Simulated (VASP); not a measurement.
Here is a VASP 6.6.1 calculation.

INCAR

```
SYSTEM = ZnSiP2
PREC = Accurate
ENCUT = 520
EDIFF = 1E-7
ISMEAR = 0
SIGMA = 0.5
LREAL = .FALSE.
LASPH = .TRUE.
NELM = 100
ALGO = Normal
ISIF = 2
LWAVE = .FALSE.
LCHARG = .TRUE.
GGA = PS
LELF = .TRUE.
LVHAR = .TRUE.
```

File KPOINTS:

```
Automatic mesh
0
G
  8 8 8
  0 0 0
```

File POSCAR:

```
ZnSiP2
1.0
   -2.6789500000      2.6789500000      5.2220000000
    2.6789500000     -2.6789500000      5.2220000000
    2.6789500000      2.6789500000     -5.2220000000
Zn Si P
2 2 4
Direct
    0.0000000000      1.0000000000      0.0000000000
    0.7500000000      0.2500000000      0.5000000000
    0.5000000000      0.5000000000      0.0000000000
    0.2500000000      0.7500000000      0.5000000000
    0.3750000000      0.3898500000      0.5148500000
    0.8750000000      0.8601500000      0.4851500000
    0.6101500000      0.1250000000      0.9851500000
    0.1398500000      0.6250000000      0.0148500000
```

Potentials or basis: VASP PAW PBE potentials, release 64 (Zn, Si, P).

Launch:

```bash
$ cat potpaw_PBE.64/Zn/POTCAR potpaw_PBE.64/Si/POTCAR potpaw_PBE.64/P/POTCAR > POTCAR
$ mpirun -np 1 vasp_std > vasp.out
```

(1) Predict the band gap on the k mesh.

(2) Estimate the pressure.

## Answers

(1) 1.16 eV, direct.

(2) 0.0 GPa.

Caveat: the PAW data sets were made with another functional, which shifts forces and pressure a little.
